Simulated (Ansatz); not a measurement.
# InAs (F-43m) in Ansatz: a series of runs

Aim: see how the results for InAs move with the level of theory and the settings. Levels: PBE, LDA. Tasks: band structure.

All numbers are computed with Ansatz 0.2.0; they aren't measurements. Logs are shortened: lines on timing, memory, paths and dates and some standing lists are left out, and cuts for length are marked.

**The experiment to reproduce.**

From a printed reference work, data compilation, for a bulk crystal of InAs at 4.2 K: band gap 0.418 eV (direct).

How close the calculation comes is told below.

## Step 1: The crystal as given

Symmetry: F-43m, No. 216, cubic system. Conventional cell: a = 6.036 Å, b = 6.036 Å, c = 6.036 Å, α = 90.00°, β = 90.00°, γ = 90.00°. In (site symmetry -43m) has 4 As at 2.61 Å as nearest neighbours. As (site symmetry -43m) has 4 In at 2.61 Å as nearest neighbours.

## Step 2: Band structure, PBE

input.yaml reads:

```yaml
crystal:
  lattice:
    - [0.0, 3.018, 3.018]
    - [3.018, 0.0, 3.018]
    - [3.018, 3.018, 0.0]
  atoms:
    - { symbol: In, position: [0.0, 0.0, 0.0] }
    - { symbol: As, position: [0.75, 0.75, 0.75] }
kpoints:
  mp_grid: { grid: [8, 8, 8] }
  band_path:
    path:
      - [0.0, 0.0, 0.0]
      - [0.5, 0.0, 0.5]
      - [0.5, 0.25, 0.75]
      - [0.375, 0.375, 0.75]
      - [0.0, 0.0, 0.0]
      - [0.5, 0.5, 0.5]
      - [0.625, 0.25, 0.625]
      - [0.5, 0.25, 0.75]
    npoints: 6
scf:
  occupations: { method: fermi_dirac, width: 0.05 }
hamiltonian:
  xc: pbe
  pseudopotentials: { kind: all_electron, lapw: { basis_error: 0.001 } }
output:
  forces: true
  stress: true
  eigenvalues: true
```

Potentials or basis: all-electron LAPW, scalar-relativistic.

Launch:

```sh
ansatz run input.yaml --threads 1 --pin off --max-ram 3072MiB --backend cpu --events-out ev --progress --plain --runs-dir out
```

Log:

```text
Warning: RAYON_NUM_THREADS=1 ignored (pool sized by the plan → 1); use --threads N
LAPW: plane waves up to 8.619 Å⁻¹, error target 1.0e-3 eV per atom; small_component_spin mean_spin; As in spheres of 1.266 Å, 23 of its electrons in bands, Dirac shells []; In in spheres of 1.348 Å, 21 of its electrons in bands, Dirac shells [] (how accurate: hamiltonian.pseudopotentials.lapw.basis_error, Limitations)
Engine: ansatz 0.2.0, aarch64-unknown-linux-gnu
Pseudopotentials: kind: all_electron
Pseudopotential: In, LAPW, valence charge 21, lapw/all_electron/scalar/gaussian/In, Koelling and Harmon's equation, gaussian nucleus
Pseudopotential: As, LAPW, valence charge 23, lapw/all_electron/scalar/gaussian/As, Koelling and Harmon's equation, gaussian nucleus
Functional definition: PBE
  parameter kappa = 0.804
  parameter beta = 0.06672455060314922
  exchange = pbe_x(kappa = kappa, mu = beta*pi^2/3)
  correlation = pbe_c(beta = beta)
Crystal: 2 atoms, lattice volume = 54.978 Å³
Basis set: ecut = 283.0201242672384 eV, 609 PW (Γ), exchange–correlation at level 2
Bands: 27, of which v1, the nominal top of the filled ones, is band 22 counted from 1 (21 counted from 0)
Symmetry: 24 space group operations
Space group: F-43m (ITA 216), of the structure as read, at distance tolerance 3.8e-5 Å
k-points: 29 of 512 (time reversal used)
Non-local potential: In, projectors of the file, none
Non-local potential: As, projectors of the file, none
Initial density: superposition of atomic densities (chi_scale 0.1, normalization cell, long waves kept (reshape's long-wave potential 0.00 eV rms))
Initial wavefunctions: plane waves of lowest kinetic energy (no species holds an atomic orbital)
Functional: x = pbe(κ = 0.804, μ = 0.2195149727645171), c = pbe(β = 0.06672455060314922)
iter 1 solved again at ethr=2.00e-3 eV; its pass at ethr=1.00e-1 eV (dr2=8.82e-1 eV) is discarded
SCF iter   1: F=—  HF=-221570.600926 eV  |F-HF|=—  |Δ(HF+E_count)|=         —  Δρ=2.93e-2  dr2=8.83e-1  ethr=2.00e-3  ⟨swp⟩=2.0  Hψ=4983  notcnv=0
preconditioner: auto → none  [insulator: Δε(μ)=0.159 eV  Ē_g=15.129 eV  σ=0.050 eV  W_gap=0.60  n_scr=14 (ndim 8)  ℏωp=21.2 eV  f_vac=0.128  D(μ)=0.04/eV (n_scr^D=0)  ε∞_Penn≈3.0]
iter 2 solved again at ethr=9.79e-5 eV; its pass at ethr=2.00e-3 eV (dr2=4.31e-2 eV) is discarded
SCF iter   2: F=—  HF=-221570.345057 eV  |F-HF|=—  |Δ(HF+E_count)|=   2.56e-1  Δρ=9.20e-3  dr2=4.31e-2  ethr=9.79e-5  ⟨swp⟩=2.0  Hψ=3989  notcnv=0
SCF iter   3: F=—  HF=-221570.329540 eV  |F-HF|=—  |Δ(HF+E_count)|=         —  Δρ=4.66e-3  dr2=1.27e-2  ethr=9.79e-5  ⟨swp⟩=2.0  Hψ=2329  notcnv=0
the basis was enlarged: its passes take 153.8 KiB over the memory plan, 1 of 1 planned eigensolver slots
SCF iter   4: F=—  HF=-221570.329659 eV  |F-HF|=—  |Δ(HF+E_count)|=   1.20e-4  Δρ=1.68e-3  dr2=1.78e-3  ethr=2.89e-5  ⟨swp⟩=2.0  Hψ=2192  notcnv=0
SCF iter   5: F=—  HF=-221570.329609 eV  |F-HF|=—  |Δ(HF+E_count)|=   5.03e-5  Δρ=3.00e-4  dr2=6.41e-5  ethr=4.05e-6  ⟨swp⟩=2.0  Hψ=2203  notcnv=0
SCF iter   6: F=—  HF=-221570.329645 eV  |F-HF|=—  |Δ(HF+E_count)|=   3.58e-5  Δρ=5.73e-5  dr2=1.54e-6  ethr=1.46e-7  ⟨swp⟩=3.0  Hψ=2259  notcnv=0
SCF iter   7: F=-221570.329648 eV  HF=-221570.329648 eV  |F-HF|=1.27e-7  |Δ(HF+E_count)|=   3.48e-6  Δρ=9.52e-6  dr2=5.47e-8  ethr=3.50e-9  ⟨swp⟩=3.0  Hψ=2301  notcnv=0
SCF 1 converged in 7 iterations: F = -221570.329648 eV  dr2 = 5.47e-8
NSCF: frozen V_eff on 43 k-points
SCF converged after 7 iterations
Free energy (F): -221570.329648 eV
Harris-Foulkes:  -221570.329648 eV  (|F-HF|=1.27e-7)
Internal energy: -221570.329100 eV  (E = F + TS)
E sigma→0 (E₀):  -221570.329374 eV
Entropy (-TS):   -0.000549 eV (-0.274 meV/atom)
Fermi energy:    9.792667 eV
--- Per-component energies (eV) ---
  E_band       = -1912.396725
  E_kinetic    = 230887.849509
  E_xc         = -6636.097168
  E_electrostatic = -445822.081441  (all electrons and nuclei)
  E_smearing   = -0.000549  (= −TS)
  E_closure    = 0.000000  (closes the sum)
  E_atoms      = -221562.685075  (free atoms, spherical and without spin; not in F)
  Σ components = -221570.329648   (vs F -221570.329648, Δ=0.00e0)
  Basis errors (estimates in eV, not in F): energy 4.4e-4 per atom: plane waves 4.0e-4 (2.4e-4 summed), levels above the bands 2.4e-75, relativity 5.6e-8, radial functions 4.1e-5, core shells 4.0e-7; eigenvalues (radial functions only) 1.2e-6; not estimated: angular momenta, meshes, grids; target (lapw.basis_error) 1.0e-3; muffin-tin radii As 1.266 Å, In 1.348 Å
--- Forces (eV/Å), atoms counted from 1 ---
  atom   1  In     0.00000000    -0.00000000    -0.00000000
  atom   2  As    -0.00000000     0.00000000    -0.00000000
  max |Σ_I F_I| component: 3.24e-17 eV/Å
--- Stress (GPa, compression-positive) ---
        4.303378      -0.000000      -0.000000
       -0.000000       4.303378       0.000000
       -0.000000       0.000000       4.303378
  P = ⅓ Tr σ = 4.3034 GPa (43.034 kbar)
--- Band table (eV; the first three rows and the last of 29) ---
  k-point 0: bands = ["-174.8221", "-118.1939", "-118.1939", "-118.1939", "-105.4608", "-63.9469", "-63.9469", "-63.9469", "-25.2397", "-25.2397", "-25.2397", "-25.2318", "-25.2318", "-4.6576", "-4.6576", "-4.6576", "-4.5298", "-4.5298", "-2.1537", "9.5751", "9.7443", "9.7443", "9.7443", "13.6654", "13.6654", "13.6654", "17.2851"]
  k-point 1: bands = ["-174.8221", "-118.1939", "-118.1939", "-118.1939", "-105.4608", "-63.9469", "-63.9469", "-63.9469", "-25.2397", "-25.2397", "-25.2397", "-25.2318", "-25.2318", "-4.6782", "-4.6516", "-4.6516", "-4.5299", "-4.5299", "-1.9907", "7.8653", "9.5510", "9.5510", "10.8649", "13.8207", "13.9473", "13.9473", "18.1182"]
  k-point 2: bands = ["-174.8221", "-118.1939", "-118.1939", "-118.1939", "-105.4608", "-63.9469", "-63.9469", "-63.9469", "-25.2397", "-25.2396", "-25.2396", "-25.2318", "-25.2318", "-4.7247", "-4.6387", "-4.6387", "-4.5286", "-4.5286", "-1.5444", "6.0418", "9.1701", "9.1701", "11.0080", "14.3824", "14.3824", "14.9268", "18.1288"]
  k-point 28: bands = ["-174.8221", "-118.1939", "-118.1939", "-118.1939", "-105.4608", "-63.9470", "-63.9470", "-63.9469", "-25.2397", "-25.2397", "-25.2392", "-25.2318", "-25.2315", "-4.8204", "-4.6062", "-4.5819", "-4.5455", "-4.5216", "-0.0710", "4.0358", "6.7754", "6.8574", "13.9835", "14.0427", "14.7670", "15.8394", "19.6165"]
```

Run time: 23 s. Hardware: 1 thread of Arm Neoverse V1, shared host; peak memory 0.3 GiB.

Results:

```
Free energy             : -221570.3296 eV
Pressure                : 4.3 GPa
Band gap along the path : none (metal or under the smearing width)
```

Levels at the corners of the path, in eV from the Fermi level:
| point | band 19 | band 20 | band 21 | band 22 | band 23 | band 24 | band 25 | band 26 |
| --- | --- | --- | --- | --- | --- | --- | --- | --- |
| Γ | -11.95 | -0.22 | -0.05 | -0.05 | -0.05 | 3.87 | 3.87 | 3.87 |
| X | -9.92 | -5.90 | -2.38 | -2.38 | 1.50 | 2.02 | 9.17 | 9.27 |
| W | -9.86 | -5.76 | -3.02 | -2.94 | 4.19 | 4.25 | 4.97 | 6.05 |
| K | -9.93 | -5.76 | -3.34 | -2.01 | 2.07 | 4.24 | 7.29 | 7.39 |
| Γ | -11.95 | -0.22 | -0.05 | -0.05 | -0.05 | 3.87 | 3.87 | 3.87 |
| L | -10.46 | -5.83 | -1.04 | -1.04 | 0.92 | 4.64 | 4.64 | 6.82 |
| U | -9.93 | -5.76 | -3.34 | -2.01 | 2.07 | 4.24 | 7.29 | 7.39 |
| W | -9.86 | -5.76 | -3.02 | -2.94 | 4.19 | 4.25 | 4.97 | 6.05 |

Caveat: spin-orbit coupling is left out, which moves the levels of the heavy elements; this crystal is a semiconductor, whose small gap the functional closes, so the metal is an error of the method.

## Step 3: Band structure, LDA, spin-orbit coupling, no magnetisation

input.yaml: that of step 2 with these lines changed.

```diff
@@ -9,3 +9,3 @@
 kpoints:
-  mp_grid: { grid: [8, 8, 8] }
+  mp_grid: { grid: [6, 6, 6] }
   band_path:
@@ -20,3 +20,3 @@
       - [0.5, 0.25, 0.75]
-    npoints: 6
+    npoints: 8
 scf:
@@ -24,4 +24,7 @@
 hamiltonian:
-  xc: pbe
+  xc: lda
   pseudopotentials: { kind: all_electron, lapw: { basis_error: 0.001 } }
+magnetization:
+  noncollinear: true
+  spin_orbit: true
 output:
```

Potentials or basis: all-electron LAPW, relativistic spinors.

Launch:

```sh
ansatz run input.yaml --threads 1 --pin off --max-ram 3072MiB --backend cpu --events-out ev --progress --plain --runs-dir out
```

Run time: 89 s. Hardware: 1 thread of Arm Neoverse V1, shared host; peak memory 0.42 GiB.

The run converged. Its results:

```
Free energy             : -221393.7881 eV
Pressure                : -0.3 GPa
Band gap along the path : none (metal or under the smearing width)
```

Levels at the corners of the path, in eV from the Fermi level:
```tsv
point	band 42	band 43	band 44	band 45	band 46	band 47
Γ	-0.37	0.00	0.00	0.00	0.00	3.38
X	-2.49	-2.49	-2.49	1.29	1.29	1.83
W	-3.12	-3.08	-2.99	3.91	4.09	4.10
K	-3.45	-2.11	-2.10	1.87	1.87	4.04
Γ	-0.37	0.00	0.00	0.00	0.00	3.38
L	-1.26	-1.00	-1.00	0.67	0.67	4.40
U	-3.45	-2.11	-2.10	1.87	1.87	4.04
W	-3.12	-3.08	-2.99	3.91	4.09	4.10
```

Caveat: the k mesh is thin for a metal, which can move the energy by tens of meV per atom; this crystal is a semiconductor, whose small gap the functional closes, so the metal is an error of the method.

## Step 4: How close it comes

Step 2. Against the measured gap of InAs, 0.418 eV (direct; 4.2 K; a printed reference work, data compilation), the calculated 0.00 eV is off by -0.42 eV. Spin-orbit coupling on As, In is left out. The value is that of PBE, without temperature or zero-point motion. Semilocal functionals fall short of measured gaps as a rule.

Step 3. Against the measured gap of InAs, 0.418 eV (direct; 4.2 K; a printed reference work, data compilation), the calculated 0.00 eV is off by -0.42 eV. The value is that of LDA, without temperature or zero-point motion. Semilocal functionals fall short of measured gaps as a rule.
